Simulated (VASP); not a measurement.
# PbS: molecular dynamics at constant energy

PbS, Cmcm (no. 63), 8 atoms in the cell. PBE, molecular dynamics; PAW potentials Pb, S (PBE set).

Ensemble: NVE; Starting temperature (K): 600.

## Input

INCAR:
```
GGA = PE ; PREC = Normal
ENCUT = 260 ; EDIFF = 1E-6
NELMIN = 4 ; NELM = 60
ALGO = Normal ; LREAL = Auto
LASPH = T ; ISMEAR = 0
SIGMA = 0.05 ; ISYM = 0
LWAVE = F ; LCHARG = F
IBRION = 0 ; NSW = 60
POTIM = 2.0 ; TEBEG = 600
ISIF = 2 ; RANDOM_SEED = 840899 0 0
MDALGO = 1 ; ANDERSEN_PROB = 0.0
KPAR = 2
```

KPOINTS:
```
k-points
0
Gamma
  3 1 3
```

POSCAR:
```
PbS
1.0
    4.1599053900      0.0000000000      0.0000000000
    0.0000000000     11.9825937300      0.0000000000
    0.0000000000      0.0000000000      4.2793209400
Pb S
4 4
Direct
    0.0000000000      0.8694366500      0.2500000000
    0.5000000000      0.6305633500      0.7500000000
    0.5000000000      0.3694366500      0.2500000000
    0.0000000000      0.1305633500      0.7500000000
    0.0000000000      0.6452029100      0.2500000000
    0.5000000000      0.8547970900      0.7500000000
    0.5000000000      0.1452029100      0.2500000000
    0.0000000000      0.3547970900      0.7500000000
```

Commands:
```
cat potpaw_PBE.64/Pb/POTCAR potpaw_PBE.64/S/POTCAR > POTCAR
mpirun -np 2 vasp_std > vasp.out
```

## Result

- Rise of the mean potential energy above the start (meV/atom): 22.6
- Mean temperature (K): 407
- Standard error of the mean temperature (K): 65
- Relative fluctuation of the kinetic energy: 0.334
- Canonical value of that fluctuation: 0.309
- Electronic steps per ionic step after the first: 4.1

Course of the run:

| Time (fs) | Temperature (K) | Potential energy less the first (meV/atom) |
|---|---|---|
| 2 | 606 | 0.0 |
| 12 | 633 | -3.1 |
| 20 | 614 | -0.9 |
| 30 | 547 | 6.6 |
| 38 | 473 | 15.1 |
| 48 | 373 | 26.4 |
| 56 | 303 | 34.2 |
| 66 | 249 | 40.4 |
| 74 | 238 | 41.6 |
| 84 | 263 | 38.9 |
| 92 | 302 | 34.4 |
| 102 | 358 | 28.1 |
| 110 | 390 | 24.4 |
| 120 | 403 | 23.0 |

The mean temperature lies below the starting 600 K, since the atoms start on their sites and part of their kinetic energy turns into potential energy.

REPORT:
```
MDALGO =   1
         ANDERSEN_PROB =  0.00000000
               SCALING =       0
                 CNEXP =     9.000   14.000
           RANDOM_SEED =            840899                0                0

   original number of atomic DOF:         21
   number of independent constraints:      0
   number of active DOF:                  21

========================================
         MD step No.       1
========================================

  Atomic velocities initialized by STEP_tb

  >Energies
                    E_tot             E_pot             E_kin               EPS                ES
   e_b>   -0.34103693E+02   -0.34651705E+02    0.54801235E+00    0.00000000E+00    0.00000000E+00

  >Temperature
               T_sim     T_inst
   tmprt>    600.000    605.655

  >Thermostat, num. of collisions:                0

           RANDOM_SEED =            840899               96                0

[... steps left out ...]

========================================
         MD step No.      60
========================================

  >Energies
                    E_tot             E_pot             E_kin               EPS                ES
   e_b>   -0.34103496E+02   -0.34467902E+02    0.36440641E+00    0.00000000E+00    0.00000000E+00

  >Temperature
               T_sim     T_inst
   tmprt>    600.000    402.737

  >Thermostat, num. of collisions:                0

           RANDOM_SEED =            840899             2928                0
```

OSZICAR:
```
N       E                     dE             d eps       ncg     rms          rms(c)
DAV:   1     0.158236617791E+03    0.15824E+03   -0.10417E+04   250   0.752E+02
DAV:   2    -0.185445271040E+02   -0.17678E+03   -0.17329E+03   305   0.169E+02
DAV:   3    -0.363824467430E+02   -0.17838E+02   -0.17746E+02   312   0.587E+01
DAV:   4    -0.367714279791E+02   -0.38898E+00   -0.38824E+00   332   0.102E+01
DAV:   5    -0.367839581348E+02   -0.12530E-01   -0.12522E-01   340   0.161E+00    0.188E+01
DAV:   6    -0.346381828734E+02    0.21458E+01   -0.70235E+00   302   0.962E+00    0.112E+01
DAV:   7    -0.346708984133E+02   -0.32716E-01   -0.17941E+00   332   0.468E+00    0.608E+00
DAV:   8    -0.346531964957E+02    0.17702E-01   -0.11991E-01   331   0.150E+00    0.230E+00
DAV:   9    -0.346515435614E+02    0.16529E-02   -0.14380E-02   356   0.494E-01    0.899E-01
DAV:  10    -0.346516222737E+02   -0.78712E-04   -0.14517E-03   324   0.170E-01    0.278E-01
DAV:  11    -0.346516746387E+02   -0.52365E-04   -0.28362E-04   364   0.686E-02    0.925E-02
DAV:  12    -0.346517033631E+02   -0.28724E-04   -0.47420E-05   283   0.389E-02    0.118E-02
[... left out ...]
     58 T=   402. E= -.34103464E+02 F= -.34466967E+02 E0= -.34466967E+02  EK= 0.36350E+00 SP= 0.00E+00 SK= 0.00E+00
     59 T=   403. E= -.34103477E+02 F= -.34468004E+02 E0= -.34468004E+02  EK= 0.36453E+00 SP= 0.00E+00 SK= 0.00E+00
[... last step whole ...]
       N       E                     dE             d eps       ncg     rms          rms(c)
DAV:   1    -0.344678997415E+02    0.10461E-03   -0.11959E-02   304   0.118E+00    0.983E-03
DAV:   2    -0.344679025300E+02   -0.27885E-05   -0.42432E-05   297   0.338E-02    0.640E-03
DAV:   3    -0.344679024881E+02    0.41900E-07   -0.81037E-07   188   0.532E-03    0.340E-03
DAV:   4    -0.344679024351E+02    0.53055E-07   -0.21887E-07   141   0.247E-03
     60 T=   403. E= -.34103496E+02 F= -.34467902E+02 E0= -.34467902E+02  EK= 0.36441E+00 SP= 0.00E+00 SK= 0.00E+00
```

Limits: 120 fs of 8 atoms are too short for converged averages; the cell is only 4.2 Å across, so each atom moves in step with near copies of itself.

VASP 6.6.1 took 116 s on 2 cores (AMD EPYC 7R13 (Zen 3)), a shared host.
